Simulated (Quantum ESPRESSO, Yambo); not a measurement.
**NaF (Villiaumite): G0W0 in Yambo against the bands**

How does the gap of NaF (Villiaumite) converge in the bands?

Method: PBE and many-body steps on it, plane waves, in Yambo 5.3.0.

The database entry behind the starting cell differs from later determinations by our own check (0.1 to 0.3 % short, probably kX units), so it need not match the best structure at ambient conditions.

**1. The starting structure**

The structure is cubic, space group Fm-3m (No. 225). The conventional cell has a = 4.620 Å, b = 4.620 Å, c = 4.620 Å, α = 90.00°, β = 90.00°, γ = 90.00°. Nearest to Na lie 6 F at 2.31 Å. Nearest to F lie 6 Na at 2.31 Å. Farther neighbours and most contacts between anions are not listed.

As a file:

```xyz
2
Lattice="0.0000 2.3100 2.3100 2.3100 0.0000 2.3100 2.3100 2.3100 0.0000" Properties=species:S:1:pos:R:3 pbc="T T T"
Na    0.0000    0.0000    0.0000
F     2.3100    2.3100    2.3100
```

The cell and positions come from the Crystallography Open Database and are kept as given unless a step says otherwise.

**2. 24 bands**

This step: Yambo 5.3.0; G0W0 on PBE, plane waves, norm-conserving pseudopotentials.

Now the one-shot GW correction: screening in the RPA, then the self-energy of the levels asked for.

Contents of gw1.in:

```
HF_and_locXC
gw0
dyson
ppa
em1d
rim_cut
RandQpts= 1000000
RandGvec= 1 RL
EXXRLvcs= 76 Ry
VXCRLvcs= 304 Ry
Chimod= "HARTREE"
% BndsRnXp
 1 | 24 |
%
NGsBlkXp= 15.5 Ry
% LongDrXp
 1 | 1 | 1 |
%
% GbndRnge
 1 | 24 |
%
DysSolver= "n"
ExtendOut
PPAPntXp= 27.21138 eV
% QPkrange
 1 | 1 | 7 | 10 |
%
```

The run is started by

```bash
$ OMP_NUM_THREADS=1 mpirun -n 4 yambo -F gw1.in -J gw1 -C gw1 > gw1.log
```

The program printed:

```text
 Yambo, version 5.3.0

 [02] CORE Variables Setup
 =========================

  [... cell, symmetries and grids as in the set-up ...]

  [02.05] Energies & Occupations
  ==============================

  [X] === General ===
  [X] Electronic Temperature                        :  0.000000  0.000000 [eV K]
  [X] Bosonic    Temperature                        :  0.000000  0.000000 [eV K]
  [X] Finite Temperature mode                       : no
  [X] El. density                                   :  0.64901E+24 [cm-3]
  [X] Fermi Level                                   :  0.999133 [eV]

  [X] === Gaps and Widths ===
  [X] Conduction Band Min                           :  6.389538 [eV]
  [X] Valence Band Max                              :  0.000000 [eV]
  [X] Filled Bands                                  :   8
  [X] Empty Bands                                   :    9  298
  [X] Direct Gap                                    :  6.389538 [eV]
  [X] Direct Gap localized at k                     :  1
  [X] Indirect Gap                                  :  6.389538 [eV]
  [X] Indirect Gap between kpts                     :  1  1
  [X] Last valence band width                       :  0.572771 [eV]
  [X] 1st conduction band width                     :  6.932249 [eV]

 [03] Transferred momenta grid and indexing
 ==========================================

 IBZ Q-points                                      :   8
 BZ  Q-points                                      :   64

 K/Q-points units:
 rlu = crystal or reduced units; cc = cartesian coordinates; iku = interal k-units

 Q [1]          [rlu]:  0.000000  0.000000  0.000000
 Q [2]          [rlu]: -0.32585E-20 -0.32585E-20  0.25000
 Q [3]          [rlu]: -0.72449E-16  0.10818E-16 -0.50000
 Q [4]          [rlu]:  0.28945E-16  0.25000      0.25000
 Q [5]          [rlu]:  0.44697E-16  0.25000      0.50000
 Q [6]          [rlu]:  0.49384E-16  0.25000     -0.25000
 Q [7]          [rlu]: -0.57890E-16 -0.50000     -0.50000
 Q [8]          [rlu]:  0.250000 -0.500000 -0.250000

 [04] Coloumb potential Random Integration (RIM)
 ===============================================

  [04.01] RIM initialization
  ==========================

  * Diagonal components only detected *

  8 x (sBL volume)        :  0.186375 [a.u.]
  sBZ random points       :  1000000
  Points outside the sBZ  :   7987327
  RL volume               :  1.490998 [a.u.]
  Integrated volume       :  1.493364 [a.u.]

  [04.02] RIM integrals
  =====================

  Gamma point sphere radius             :  0.103613 [a.u.]
  Points outside the sphere             :   799513
  [Int_sBZ(q=0) 1/q^2]*(Vol_sBZ)^(-1/3) =:  7.764325
                                 should be <:  7.795600

  Summary of Coulomb integrals for non-metallic bands |Q|[au] RIM/Bare

  Q [1] 0.100000E-4 0.995988 * Q [2] 0.311630 1.066317
  Q [4] 0.359840 1.064767 * Q [6] 0.508890 1.027506
  Q [5] 0.596727 1.020475 * Q [3] 0.623261 1.018268
  Q [7] 0.719679 1.014976 * Q [8] 0.804626 1.011959

 [WARNING] [Xp] User bands 1-24 break level degeneracy

 [05] Dipoles
 ============

  [05.01] Setup: observables and procedures
  =========================================

 [06] Dynamic Dielectric Matrix (PPA)
 ====================================

 [WR./gw1//ndb.pp]---------------------------------------------------------------
  Brillouin Zone Q/K grids (IBZ/BZ)                :    8   64    8   64
  RL vectors                                       :  2421 [WF]
  Coulomb cutoff potential                         : none
  Electronic Temperature                           :  0.000000 [K]
  Bosonic    Temperature                           :  0.000000 [K]
  PPA    diel. fun.  energies                      : Perdew, Burke & Ernzerhof(X)+Perdew, Burke & Ernzerhof(C)
  wavefunctions                                    : Perdew, Burke & Ernzerhof(X)+Perdew, Burke & Ernzerhof(C)
  Global Gauge                                     : length
  X matrix size                                    :  181
  X band range                                     :   1  24
  X e/h energy range                               : -1.000000 -1.000000 [eV]
  X Time ordering                                  : R
  X Hxc Kernel                                     : HARTREE
  X Drude frequency                                :  0.000000  0.000000
  X poles                                          :  100.0000 [o/o]
  RL vectors in the sum                            :  2421
  [r,Vnl] included                                 : yes
  Field direction                                  :  0.577350E-5  0.577350E-5  0.577350E-5
  BZ energy Double Grid                            : no
  BZ energy DbGd points                            : 0
  BZ Q point size factor                           : -1.000000
  X Optical Averaged directions                    : none

 [07] Local Exchange-Correlation + Non-Local Fock
 ================================================

 [VXC] Plane waves :  14841
 [EXS] Plane waves :  1893

 QP @ state[ 1 ] K range:  1  1
 QP @ state[ 1 ] b range:   7  10

 [xc] Functional : Perdew, Burke & Ernzerhof(X)+Perdew, Burke & Ernzerhof(C)
 [xc] LIBXC used to calculate xc functional
  PP Number of Atomic Species                      :  2
  NLCC RL compoments                               :  14841
  PP Number of Atomic Species                      :  2
  NLCC RL compoments                               :  14841

 [xc] E_xc :  -11.60150 [Ha]
      E_xc :  -23.20301 [Ry]

  Local XC kind (lXC) : Perdew, Burke & Ernzerhof(X)+Perdew, Burke & Ernzerhof(C)
  Non-Local XC kind (nlXC) : Hartree-Fock

  Corrections @ K [1] :  [eV]
 <7|nlXC|7> = -30.11361  0.12878E-16 <7|lXC|7> = -22.50818  0.23604E-16
 <8|nlXC|8> = -30.11371 -0.97393E-17 <8|lXC|8> = -22.50818  0.94408E-16
 <9|nlXC|9> = -5.315461  0.27048E-18 <9|lXC|9> = -9.464772 -0.33343E-19
 <10|nlXC|10> = -2.175594 -0.36719E-18 <10|lXC|10> = -7.168824 -0.94405E-16

 [08] Dyson equation: Newton solver
 ==================================

  [08.01] G0W0 (W PPA)
  ====================

  [  GW  ] Bands range     :   1  24
  [GW/PPA] G damping       :  0.100000 [eV]

  QP @ state[ 1 ] K range:  1  1
  QP @ state[ 1 ] b range:   7  10

   Sc/G bands                                       :   1  24
   Sc/G damping                                     :  0.100000 ev
   Sc bands terminator                              : no
   Sx RL components                                 :  1893

   QP @ state[ 1 ] K range                          :  1  1
   QP @ state[ 1 ] b range                          :   7  10
   GF energies kind                                 : Perdew, Burke & Ernzerhof(X)+Perdew, Burke & Ernzerhof(C)
   GF WF`s kind                                     : Perdew, Burke & Ernzerhof(X)+Perdew, Burke & Ernzerhof(C)
   Xs energies kind                                 : Perdew, Burke & Ernzerhof(X)+Perdew, Burke & Ernzerhof(C)
   Xs WF`s kind                                     : Perdew, Burke & Ernzerhof(X)+Perdew, Burke & Ernzerhof(C)

 [11] Game Over & Game summary
```

The job ended after 7.1 s (4 MPI ranks of Arm Neoverse V1, shared host; peak memory 1.1 GiB; 24 s of CPU time).

This step gave:

- G0W0 gap on the points computed: 10.47 eV
- starting gap on the mesh: 6.390 eV
- k of the valence top: 0, 0, 0
- k of the conduction bottom: 0, 0, 0
- least direct G0W0 gap on the computed points: 10.47 eV
- Z at the valence top: 0.8203
- Z at the conduction bottom: 0.9054

The gap on the mesh goes from 6.39 eV to 10.47 eV, a correction of +4.08 eV.

**3. 44 bands**

Contents of gw2.in:

```
HF_and_locXC
gw0
dyson
ppa
em1d
rim_cut
RandQpts= 1000000
RandGvec= 1 RL
EXXRLvcs= 76 Ry
VXCRLvcs= 304 Ry
Chimod= "HARTREE"
% BndsRnXp
 1 | 44 |
%
NGsBlkXp= 15.5 Ry
% LongDrXp
 1 | 1 | 1 |
%
% GbndRnge
 1 | 44 |
%
DysSolver= "n"
ExtendOut
PPAPntXp= 27.21138 eV
% QPkrange
 1 | 1 | 7 | 10 |
%
```

The run is started by

```bash
$ OMP_NUM_THREADS=1 mpirun -n 4 yambo -F gw2.in -J gw2 -C gw2 > gw2.log
```

The program printed:

```text
 Yambo, version 5.3.0

 [02] CORE Variables Setup
 =========================

  [... cell, symmetries and grids as in the set-up ...]

  [02.05] Energies & Occupations
  ==============================

  [X] === General ===
  [X] Electronic Temperature                        :  0.000000  0.000000 [eV K]
  [X] Bosonic    Temperature                        :  0.000000  0.000000 [eV K]
  [X] Finite Temperature mode                       : no
  [X] El. density                                   :  0.64901E+24 [cm-3]
  [X] Fermi Level                                   :  0.999133 [eV]

  [X] === Gaps and Widths ===
  [X] Conduction Band Min                           :  6.389538 [eV]
  [X] Valence Band Max                              :  0.000000 [eV]
  [X] Filled Bands                                  :   8
  [X] Empty Bands                                   :    9  298
  [X] Direct Gap                                    :  6.389538 [eV]
  [X] Direct Gap localized at k                     :  1
  [X] Indirect Gap                                  :  6.389538 [eV]
  [X] Indirect Gap between kpts                     :  1  1
  [X] Last valence band width                       :  0.572771 [eV]
  [X] 1st conduction band width                     :  6.932249 [eV]

 [03] Transferred momenta grid and indexing
 ==========================================

 IBZ Q-points                                      :   8
 BZ  Q-points                                      :   64

 K/Q-points units:
 rlu = crystal or reduced units; cc = cartesian coordinates; iku = interal k-units

 Q [1]          [rlu]:  0.000000  0.000000  0.000000
 Q [2]          [rlu]: -0.32585E-20 -0.32585E-20  0.25000
 Q [3]          [rlu]: -0.72449E-16  0.10818E-16 -0.50000
[...]
================================================

 [VXC] Plane waves :  14841
 [EXS] Plane waves :  1893

 QP @ state[ 1 ] K range:  1  1
 QP @ state[ 1 ] b range:   7  10

 [xc] Functional : Perdew, Burke & Ernzerhof(X)+Perdew, Burke & Ernzerhof(C)
 [xc] LIBXC used to calculate xc functional
  PP Number of Atomic Species                      :  2
  NLCC RL compoments                               :  14841
  PP Number of Atomic Species                      :  2
  NLCC RL compoments                               :  14841

 [xc] E_xc :  -11.60150 [Ha]
      E_xc :  -23.20301 [Ry]

  Local XC kind (lXC) : Perdew, Burke & Ernzerhof(X)+Perdew, Burke & Ernzerhof(C)
  Non-Local XC kind (nlXC) : Hartree-Fock

  Corrections @ K [1] :  [eV]
 <7|nlXC|7> = -30.11361  0.12878E-16 <7|lXC|7> = -22.50818  0.23604E-16
 <8|nlXC|8> = -30.11371 -0.97393E-17 <8|lXC|8> = -22.50818  0.94408E-16
 <9|nlXC|9> = -5.315461  0.27048E-18 <9|lXC|9> = -9.464772 -0.33343E-19
 <10|nlXC|10> = -2.175594 -0.36719E-18 <10|lXC|10> = -7.168824 -0.94405E-16

 [08] Dyson equation: Newton solver
 ==================================

  [08.01] G0W0 (W PPA)
  ====================

  [  GW  ] Bands range     :    1   44
  [GW/PPA] G damping       :  0.100000 [eV]

  QP @ state[ 1 ] K range:  1  1
  QP @ state[ 1 ] b range:   7  10

   Sc/G bands                                       :    1   44
   Sc/G damping                                     :  0.100000 ev
   Sc bands terminator                              : no
   Sx RL components                                 :  1893

   QP @ state[ 1 ] K range                          :  1  1
   QP @ state[ 1 ] b range                          :   7  10
   GF energies kind                                 : Perdew, Burke & Ernzerhof(X)+Perdew, Burke & Ernzerhof(C)
   GF WF`s kind                                     : Perdew, Burke & Ernzerhof(X)+Perdew, Burke & Ernzerhof(C)
   Xs energies kind                                 : Perdew, Burke & Ernzerhof(X)+Perdew, Burke & Ernzerhof(C)
   Xs WF`s kind                                     : Perdew, Burke & Ernzerhof(X)+Perdew, Burke & Ernzerhof(C)

 [11] Game Over & Game summary
```

Elapsed: 11 s, on 4 MPI ranks; peak memory 1.1 GiB; 40 s of CPU time.

This step gave:

```yaml
g0w0_gap_on_the_points_computed: 10.37 eV
starting_gap_on_the_mesh: 6.390 eV
k_of_the_valence_top: 0, 0, 0
k_of_the_conduction_bottom: 0, 0, 0
least_direct_g0w0_gap_on_the_computed_points: 10.37 eV
z_at_the_valence_top: 0.8228
z_at_the_conduction_bottom: 0.9047
```

Against the run before, the gap moves by −0.100 eV.

**4. 81 bands**

Contents of gw3.in:

```
HF_and_locXC
gw0
dyson
ppa
em1d
rim_cut
RandQpts= 1000000
RandGvec= 1 RL
EXXRLvcs= 76 Ry
VXCRLvcs= 304 Ry
Chimod= "HARTREE"
% BndsRnXp
 1 | 81 |
%
NGsBlkXp= 15.5 Ry
% LongDrXp
 1 | 1 | 1 |
%
% GbndRnge
 1 | 81 |
%
DysSolver= "n"
ExtendOut
PPAPntXp= 27.21138 eV
% QPkrange
 1 | 1 | 7 | 10 |
%
```

The run is started by

```bash
$ OMP_NUM_THREADS=1 mpirun -n 4 yambo -F gw3.in -J gw3 -C gw3 > gw3.log
```

The program printed:

```text
 Yambo, version 5.3.0

 [02] CORE Variables Setup
 =========================

  [... cell, symmetries and grids as in the set-up ...]

  [02.05] Energies & Occupations
  ==============================

  [X] === General ===
  [X] Electronic Temperature                        :  0.000000  0.000000 [eV K]
  [X] Bosonic    Temperature                        :  0.000000  0.000000 [eV K]
  [X] Finite Temperature mode                       : no
  [X] El. density                                   :  0.64901E+24 [cm-3]
[...]
Sx RL components                                 :  1893

   QP @ state[ 1 ] K range                          :  1  1
   QP @ state[ 1 ] b range                          :   7  10
   GF energies kind                                 : Perdew, Burke & Ernzerhof(X)+Perdew, Burke & Ernzerhof(C)
   GF WF`s kind                                     : Perdew, Burke & Ernzerhof(X)+Perdew, Burke & Ernzerhof(C)
   Xs energies kind                                 : Perdew, Burke & Ernzerhof(X)+Perdew, Burke & Ernzerhof(C)
   Xs WF`s kind                                     : Perdew, Burke & Ernzerhof(X)+Perdew, Burke & Ernzerhof(C)

 [11] Game Over & Game summary
```

The job ended after 18 s (4 MPI ranks; peak memory 1.2 GiB; 68 s of CPU time).

This step gave:

```
G0W0 gap on the points computed              : 10.43 eV
starting gap on the mesh                     : 6.390 eV
k of the valence top                         : 0, 0, 0
k of the conduction bottom                   : 0, 0, 0
least direct G0W0 gap on the computed points : 10.43 eV
```

Against the run before, the gap moves by +0.056 eV.

[end of part 1 of 2]

[Paths, hosts, dates, memory and timing lines, banners, echoed tables and standing remarks are left out of the program output.]

[Logs are printed without paths, hosts, clocks, repeated set-up lines and the standing remarks that a program may print on its own settings, such as how far it seeks lower states.]

[Runs of the session that timed out or met a known fault of the program may be left out.]

[Hosts, paths, dates, database ids (printed as entryN), source tags and the programs' standing remarks are cut or masked in the printed files.]
